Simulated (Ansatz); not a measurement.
# AlN: the cost of one run

Program: Ansatz 0.2.0. Level of theory: DFT LDA, scalar-relativistic, plane waves, PAW. These are calculated values, not measurements.

9 further runs of the same task are left out: 9 set aside as unsound or not needed. Runs told in other sessions of the task aren't counted.

## 1. Starting point

It takes space group P6_3/mmc (No. 194, hexagonal). Conventional cell: a = 3.276 Å, b = 3.276 Å, c = 4.101 Å, α = 90.00°, β = 90.00°, γ = 120.00°. Around Al (site symmetry -6m2) lie 5 N at 1.89 to 2.05 Å. N (site symmetry -6m2) has 5 Al at 1.89 to 2.05 Å in its first shell of neighbours.

Coordinates:

```cif
data_structure
_symmetry_space_group_name_H-M 'P 1'
_symmetry_Int_Tables_number 1
_cell_length_a 3.2759
_cell_length_b 3.2759
_cell_length_c 4.1007
_cell_angle_alpha 90.000
_cell_angle_beta 90.000
_cell_angle_gamma 120.000
_cell_volume 38.11
loop_
_atom_site_label
_atom_site_type_symbol
_atom_site_fract_x
_atom_site_fract_y
_atom_site_fract_z
_atom_site_occupancy
Al1 Al 0.33333 0.66667 0.75000 1
Al2 Al 0.66667 0.33333 0.25000 1
N1 N 0.33333 0.66667 0.25000 1
N2 N 0.66667 0.33333 0.75000 1
```

It goes back to an entry of the Materials Project, which need not be the stable form.

It is the result of an earlier relaxation at this level (volume 9.53 Å³/atom; gap on the mesh: 3.62 eV).

## 2. The scan

The energy is mapped over two normal modes frozen in (zone-centre modes of the cell shown, which folds in the wave vector (0, 1/2, 0) of the primitive cell).

- amplitude of mode 4 (170 cm⁻¹), largest displacement: 11 values from −0.187 to 0.187 Å
- amplitude of mode 5 (275 cm⁻¹), largest displacement: 11 values from −0.199 to 0.199 Å

Nothing else is relaxed (the cell and all other modes fixed). Energies count from the relaxed high-symmetry cell. Points are written as (first, second).

The modes come from a phonon run on the reference cell, made beforehand.

The patterns, per unit of each coordinate (Å):

| atom | x1 | y1 | z1 | x2 | y2 | z2 |
| --- | --- | --- | --- | --- | --- | --- |
| Al1 | 1.000 | 0.000 | 0.000 | 0.000 | 0.000 | 1.000 |
| Al2 | -1.000 | 0.000 | 0.000 | 0.000 | 0.000 | -1.000 |
| Al3 | 1.000 | 0.000 | 0.000 | 0.000 | 0.000 | 1.000 |
| Al4 | -1.000 | 0.000 | 0.000 | 0.000 | 0.000 | -1.000 |
| N5 | 0.973 | 0.000 | 0.000 | 0.000 | 0.000 | 0.078 |
| N6 | -0.973 | 0.000 | 0.000 | 0.000 | 0.000 | -0.078 |
| N7 | 0.973 | 0.000 | 0.000 | 0.000 | 0.000 | 0.078 |
| N8 | -0.973 | 0.000 | 0.000 | 0.000 | 0.000 | -0.078 |

## 3. Point (−0.150 Å, −0.199 Å)

The input, input.yaml:

```yaml
crystal:
  lattice:
    - [-3.2758593877, 0.0, 0.0]
    - [0.0, 0.0, -4.1006874301]
    - [0.0, -5.6739548979, 0.0]
  atoms:
    - { symbol: Al, position: [0.5456674058, 0.2985284488, 0.1666666667] }
    - { symbol: Al, position: [0.9543325942, 0.2014715512, 0.6666666667] }
    - { symbol: Al, position: [1.0456674058, 0.7985284488, 0.3333333333] }
    - { symbol: Al, position: [0.4543325942, 0.7014715512, 0.8333333333] }
    - { symbol: "N", position: [0.5444373168, 0.7537918346, 0.1666666667] }
    - { symbol: "N", position: [0.9555626832, 0.7462081654, 0.6666666667] }
    - { symbol: "N", position: [1.0444373168, 0.2537918346, 0.3333333333] }
    - { symbol: "N", position: [0.4555626832, 0.2462081654, 0.8333333333] }
basis:
  ecutwfc: 520.0
kpoints:
  mp_grid: { grid: [8, 6, 4] }
hamiltonian:
  xc: lda
  pseudopotentials: { kind: paw, azcp: { folder: soft_1 } }
scf:
  occupations: { method: gaussian, width: 0.05 }
output:
  forces: true
  stress: true
  eigenvalues: true
```

On the command line:

```sh
ansatz run input.yaml --threads 2 --pin off --max-ram 4096MiB --backend cpu --events-out ev --progress --plain --runs-dir out
```

What time and memory should one allow on 2 threads of Arm Neoverse N1, shared host?

About 12 s, with a peak of 0.41 GiB.
